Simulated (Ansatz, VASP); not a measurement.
# CdS (Hawleyite) in two plane-wave programs

Aim: how closely do two programs agree when they are given the same cell, functional and k mesh?

Main program and level: Ansatz 0.2.0; plane waves, with VASP 6.6.1 beside it; G0W0 gap at PBE.

## 1. Set-up

The structure is cubic, space group F-43m (No. 216). The conventional cell has a = 5.916 Å, b = 5.916 Å, c = 5.916 Å, α = 90.00°, β = 90.00°, γ = 90.00°. Cd has 4 S at 2.56 Å nearest. S has 4 Cd at 2.56 Å nearest. Farther neighbours and most contacts between anions are not listed.

## 2. VASP: G0W0 gap, PBE

Quasiparticle shifts depend on high empty states and on the cores, so they are the hardest test of two PAW sets.

Lines of VASP's logs that name or quote its potential files are left out, and so is its time.

The run reads the wave functions of an earlier VASP run, which isn't shown here.

INCAR reads:

```
SYSTEM = CdS
PREC = Accurate
ENCUT = 300
ISMEAR = 0
SIGMA = 0.01
LREAL = .FALSE.
GGA = PE
NBANDS = 120
ALGO = EVGW0
NELMGW = 1
ENCUTGW = 100
NOMEGA = 48
PRECFOCK = Fast
NBANDSGW = 24
LWAVE = .FALSE.
LCHARG = .FALSE.
```

POSCAR reads:

```
CdS
1.0
    0.0000000000      2.9582000000      2.9582000000
    2.9582000000      0.0000000000      2.9582000000
    2.9582000000      2.9582000000      0.0000000000
Cd S
1 1
Direct
    0.0000000000      0.0000000000      0.0000000000
    0.2500000000      0.2500000000      0.2500000000
```

KPOINTS reads:

```
Automatic mesh
0
Gamma
6 6 6
0 0 0
```

PAW data sets: Cd_GW and S_GW (PBE family, release 64).

Run with:

```sh
$ mpirun -np 8 vasp_std
```

Numbers of over 12 decimals in the logs are rounded to 6 here.

What it wrote:

```text
[banner, memory and clock lines left out]
running    8 mpi-ranks, on    1 nodes
 distrk:  each k-point on    8 cores,    1 groups
 distr:  one band on    1 cores,    8 groups

 POSCAR found type information on POSCAR CdS
 POSCAR found :  2 types and       2 ions
|                                                                             |
|           W    W    AA    RRRRR   N    N  II  N    N   GGGG   !!!           |
|           W    W   A  A   R    R  NN   N  II  NN   N  G    G  !!!           |
|           W    W  A    A  R    R  N N  N  II  N N  N  G       !!!           |
|           W WW W  AAAAAA  RRRRR   N  N N  II  N  N N  G  GGG   !            |
|           WW  WW  A    A  R   R   N   NN  II  N   NN  G    G                |
|           W    W  A    A  R    R  N    N  II  N    N   GGGG   !!!           |
|                                                                             |
|     For optimal performance we recommend to set                             |
|       NCORE = 2 up to number-of-cores-per-socket                            |
|     NCORE specifies how many cores store one orbital (NPAR=cpu/NCORE).      |
|     This setting can greatly improve the performance of VASP for DFT.       |
|     The default, NCORE=1 might be grossly inefficient on modern             |
|     multi-core architectures or massively parallel machines. Do your        |
|     Unfortunately you need to use the default for GW and RPA                |
|     calculations (for HF NCORE is supported but not extensively tested      |
|     yet).                                                                   |
|                                                                             |

|                                                                             |
|           W    W    AA    RRRRR   N    N  II  N    N   GGGG   !!!           |
|           W    W   A  A   R    R  NN   N  II  NN   N  G    G  !!!           |
|           W    W  A    A  R    R  N N  N  II  N N  N  G       !!!           |
|           W WW W  AAAAAA  RRRRR   N  N N  II  N  N N  G  GGG   !            |
|           WW  WW  A    A  R   R   N   NN  II  N   NN  G    G                |
|           W    W  A    A  R    R  N    N  II  N    N   GGGG   !!!           |
|                                                                             |
|     The default for ENCUTGWSOFT is different in this version of VASP.       |
|     please manually set ENCUTGWSOFT =100 in the INCAR file.                 |
|                                                                             |

 LDA part: xc-table for (Slater+PW92), standard interpolation
 found WAVECAR, reading the header
 POSCAR, INCAR and KPOINTS ok, starting setup
 FFT: planning ... GRIDC
 FFT: planning ... GRID_SOFT
 FFT: planning ... GRID
 reading WAVECAR
 the WAVECAR file was read successfully
 initial charge from wavefunction
 available memory per node:     35.37 GB, setting MAXMEM to     36223

 The Fermi energy was updated, please check that it is located mid-gap
 values below the HOMO (VB) or above the LUMO (CB) will cause erroneous energies
 E-fermi :   2.7670

 calculate exact exchange contribution
 the WAVEDER file was read successfully
energies w=
    0.000    0.000    0.444    0.000    0.886    0.000    1.324    0.000
    1.758    0.000    2.185    0.000    2.605    0.000    3.018    0.000
    3.422    0.000    3.820    0.000    4.210    0.000    4.594    0.000
    4.972    0.000    5.346    0.000    5.717    0.000    6.085    0.000
    6.453    0.000    6.822    0.000    7.194    0.000    7.570    0.000
    7.952    0.000    8.343    0.000    8.745    0.000    9.159    0.000
    9.590    0.000   10.041    0.000   10.516    0.000   11.019    0.000
   11.555    0.000   12.132    0.000   12.757    0.000   13.440    0.000
   14.194    0.000   15.033    0.000   15.978    0.000   17.054    0.000
   18.295    0.000   19.748    0.000   21.477    0.000   23.573    0.000
   26.173    0.000   29.485    0.000   33.851    0.000   39.865    0.000
   48.662    0.000   62.718    0.000   88.654    0.000  152.197    0.000
 responsefunction array rank=     128
 LDA part: xc-table for (Slater+PW92), standard interpolation

 min. memory requirement per mpi rank    189.9 MB, per node   1519.2 MB

 allocating   6 responsefunctions rank=   128
 shmem allocating  48 responsefunctions rank=   128
 response function shared by NCSHMEM nodes    1
 Doing            6  frequencies on each core in blocks of           48
NQ=   1    0.0000    0.0000    0.0000,
|.........|.........|.........|.........|.........|.........|.........|.........
 performed        523000 updates of chi_q(r,r)
 total number of BLAS operations         53.50 Gflops
NQ=   2    0.1667    0.0000    0.0000,
|.........|.........|.........|.........|.........|.........|.........|.........
 performed       1438000 updates of chi_q(r,r)
 total number of BLAS operations        162.50 Gflops
NQ=   3    0.3333    0.0000    0.0000,
|.........|.........|.........|.........|.........|.........|.........|.........
 performed       2353000 updates of chi_q(r,r)
 total number of BLAS operations        262.75 Gflops
NQ=   4    0.5000    0.0000    0.0000,
|.........|.........|.........|.........|.........|.........|.........|.........
 performed       3130000 updates of chi_q(r,r)
 total number of BLAS operations        352.28 Gflops
NQ=   5    0.1667    0.1667    0.0000,
|.........|.........|.........|.........|.........|.........|.........|.........
 performed       4045000 updates of chi_q(r,r)
 total number of BLAS operations        466.70 Gflops
NQ=   6    0.3333    0.1667    0.0000,
|.........|.........|.........|.........|.........|.........|.........|.........
 performed       5455000 updates of chi_q(r,r)
 total number of BLAS operations        629.22 Gflops
NQ=   7    0.5000    0.1667    0.0000,
|.........|.........|.........|.........|.........|.........|.........|.........
 performed       6865000 updates of chi_q(r,r)
 total number of BLAS operations        778.48 Gflops
NQ=   8   -0.3333    0.1667    0.0000,
|.........|.........|.........|.........|.........|.........|.........|.........
 performed       8275000 updates of chi_q(r,r)
 total number of BLAS operations        943.72 Gflops
NQ=   9   -0.1667    0.1667    0.0000,
|.........|.........|.........|.........|.........|.........|.........|.........
 performed       9501000 updates of chi_q(r,r)
 total number of BLAS operations       1101.97 Gflops
NQ=  10    0.3333    0.3333    0.0000,
|.........|.........|.........|.........|.........|.........|.........|.........
 performed      10416000 updates of chi_q(r,r)
 total number of BLAS operations       1202.22 Gflops
NQ=  11    0.5000    0.3333    0.0000,
|.........|.........|.........|.........|.........|.........|.........|.........
 performed      11826000 updates of chi_q(r,r)
 total number of BLAS operations       1348.90 Gflops
NQ=  12   -0.3333    0.3333    0.0000,
|.........|.........|.........|.........|.........|.........|.........|.........
 performed      13052000 updates of chi_q(r,r)
 total number of BLAS operations       1480.92 Gflops
NQ=  13    0.5000    0.5000    0.0000,
|.........|.........|.........|.........|.........|.........|.........|.........
 performed      13748000 updates of chi_q(r,r)
 total number of BLAS operations       1555.90 Gflops
NQ=  14    0.5000    0.3333    0.1667,
|.........|.........|.........|.........|.........|.........|.........|.........
 performed      15331000 updates of chi_q(r,r)
 total number of BLAS operations       1744.46 Gflops
NQ=  15   -0.3333    0.3333    0.1667,
|.........|.........|.........|.........|.........|.........|.........|.........
 performed      16822000 updates of chi_q(r,r)
 total number of BLAS operations       1899.52 Gflops
NQ=  16   -0.3333    0.5000    0.1667,
|.........|.........|.........|.........|.........|.........|.........|.........
 performed      18054000 updates of chi_q(r,r)
 total number of BLAS operations       2023.17 Gflops
 resolving degeneracies of screened two electron integrals

 calculate QP shifts <psi_nk| G(iteration)W_0 |psi_nk>: iteration 1
 entering main loop
```

Parts of OUTCAR (step 2):

```text
ion  position               nearest neighbor table
   1  0.000  0.000  0.000-   2 2.56   2 2.56   2 2.56   2 2.56
   2  0.250  0.250  0.250-   1 2.56   1 2.56   1 2.56   1 2.56

  LATTYP: Found a face centered cubic cell.
 ALAT       =     5.9164000000

 Subroutine GETGRP returns: Found 24 space group operations
 (whereof 24 operations were pure point group operations)

The static configuration has the point symmetry T_d .

 Found     16 irreducible k-points:

   k-points           NKPTS =     16   k-points in BZ     NKDIM =    216   number of bands    NBANDS=    120

   dimension x,y,z NGX =    24 NGY =   24 NGZ =   24
   dimension x,y,z NGXF=    48 NGYF=   48 NGZF=   48

   ENCUT  =  300.0 eV  22.05 Ry    4.70 a.u.   5.91  5.91  5.91*2*pi/ulx,y,z

   NELECT =      18.0000    total number of electrons

  energy-cutoff  :      300.00
  volume of cell :       51.77
      direct lattice vectors                 reciprocal lattice vectors
     0.000000000  2.958200000  2.958200000    -0.169021702  0.169021702  0.169021702
     2.958200000  0.000000000  2.958200000     0.169021702 -0.169021702  0.169021702
     2.958200000  2.958200000  0.000000000     0.169021702  0.169021702 -0.169021702

 k-points in reciprocal lattice and weights: Automatic mesh
   0.00000000  0.00000000  0.00000000       0.005
   0.16666667  0.00000000  0.00000000       0.037
   0.33333333  0.00000000  0.00000000       0.037
   0.50000000  0.00000000  0.00000000       0.019
   0.16666667  0.16666667  0.00000000       0.028
   0.33333333  0.16666667  0.00000000       0.111
   0.50000000  0.16666667  0.00000000       0.111
  -0.33333333  0.16666667  0.00000000       0.111
  -0.16666667  0.16666667  0.00000000       0.056
[...]
-0.33333333  0.33333333  0.16666667       0.111
  -0.33333333  0.50000000  0.16666667       0.056

 E-fermi :   2.7670

 QP shifts <psi_nk| G(iteration)W_0 |psi_nk>: iteration 1
 for sc-GW calculations column KS-energies equals QP-energies in previous step
 and V_xc(KS)=  KS-energies - (<T + V_ion + V_H > + <T+V_H+V_ion>^1  + <V_x>^1)
 k-point   1 :       0.0000    0.0000    0.0000
  band No.  KS-energies  QP-energies   sigma(KS)   V_xc(KS)     V^pw_x(r,r')   Z            occupation Imag(sigma)
    ...
      6      -4.8956      -6.6777     -18.0187     -15.4991     -23.1772       0.7073       2.0000       0.2671
      7       2.2455       1.6598     -14.4887     -13.6981     -16.4712       0.7408       2.0000       0.1092
      8       2.2455       1.6598     -14.4887     -13.6981     -16.4712       0.7408       2.0000       0.1092
      9       2.2455       1.6598     -14.4887     -13.6981     -16.4712       0.7408       2.0000       0.1092
     10       3.2885       3.4938      -9.4981      -9.7588      -6.1269       0.7877       0.0000      -0.0391
     11       8.7813       9.2351      -9.0479      -9.6368      -4.8248       0.7706       0.0000      -0.0785
     12       8.7813       9.2351      -9.0479      -9.6368      -4.8248       0.7706       0.0000      -0.0785
     13       8.7813       9.2351      -9.0479      -9.6368      -4.8248       0.7706       0.0000      -0.0785
    ...

 k-point   2 :       0.1667    0.0000    0.0000
  band No.  KS-energies  QP-energies   sigma(KS)   V_xc(KS)     V^pw_x(r,r')   Z            occupation Imag(sigma)
    ...
      6      -4.8962      -6.6755     -18.0138     -15.4950     -23.1745       0.7064       2.0000       0.2681
      7       0.7841       0.1082     -13.2953     -12.3748     -15.2892       0.7343       2.0000       0.1201
      8       2.0572       1.4516     -14.3426     -13.5225     -16.3728       0.7384       2.0000       0.1098
      9       2.0572       1.4516     -14.3426     -13.5225     -16.3728       0.7384       2.0000       0.1098
     10       4.4467       4.7244     -10.2488     -10.6061      -6.9128       0.7770       0.0000      -0.0406
     11       8.4182       8.8060      -9.0452      -9.5494      -4.8653       0.7693       0.0000      -0.0794
     12       9.0809       9.5448      -9.1364      -9.7432      -4.8302       0.7646       0.0000      -0.0856
     13       9.0809       9.5448      -9.1364      -9.7432      -4.8302       0.7646       0.0000      -0.0856
    ...

 k-point   3 :       0.3333    0.0000    0.0000
  band No.  KS-energies  QP-energies   sigma(KS)   V_xc(KS)     V^pw_x(r,r')   Z            occupation Imag(sigma)
    ...
      6      -4.8807      -6.6604     -18.0356     -15.5186     -23.2067       0.7070       2.0000       0.2720
      7      -0.9995      -1.7895     -12.7595     -11.6440     -15.5169       0.7082       2.0000       0.1743
      8       1.7129       1.0746     -14.1017     -13.2343     -16.2244       0.7358       2.0000       0.1108
      9       1.7129       1.0746     -14.1017     -13.2343     -16.2244       0.7358       2.0000       0.1108
     10       5.1341       5.4930      -9.6568     -10.1169      -5.8907       0.7800       0.0000      -0.0474
     11       8.8656       9.2024      -9.3620      -9.8106      -4.9778       0.7508       0.0000      -0.1104
     12       9.3060       9.7387      -9.0449      -9.6129      -4.7242       0.7618       0.0000      -0.0907
     13       9.3060       9.7387      -9.0449      -9.6129      -4.7242       0.7618       0.0000      -0.0907
    ...

 k-point   4 :       0.5000    0.0000    0.0000
  band No.  KS-energies  QP-energies   sigma(KS)   V_xc(KS)     V^pw_x(r,r')   Z            occupation Imag(sigma)
    ...
      6      -4.5523      -6.2280     -17.8929     -15.5246     -23.0857       0.7076       2.0000       0.3125
      7      -1.9053      -2.6687     -12.0126     -10.9022     -15.0383       0.6874       2.0000       0.2157
      8       1.5527       0.9031     -13.9936     -13.1078     -16.1571       0.7334       2.0000       0.1110
      9       1.5527       0.9031     -13.9936     -13.1078     -16.1571       0.7334       2.0000       0.1110
     10       5.1846       5.5439      -9.4868      -9.9466      -5.6905       0.7814       0.0000      -0.0459
     11       9.2411       9.6457      -8.9368      -9.4662      -4.6738       0.7642       0.0000      -0.0877
     12       9.2411       9.6457      -8.9368      -9.4662      -4.6738       0.7642       0.0000      -0.0877
     13       9.5702       9.8368      -9.2770      -9.6388      -4.6541       0.7369       0.0000      -0.1452
    ...

[... 4 further parts left out ...]
```

[end of part 1 of 2]

[Lines on the potential files, build, host, timing and source positions are cut from VASP's logs without a mark.]

[Logs are printed without paths, hosts, clocks, repeated set-up lines and the standing remarks that a program may print on its own settings, such as how far it seeks lower states.]

[Hosts, paths, dates, database ids (printed as entryN), source tags and the programs' standing remarks are cut or masked in the printed files.]
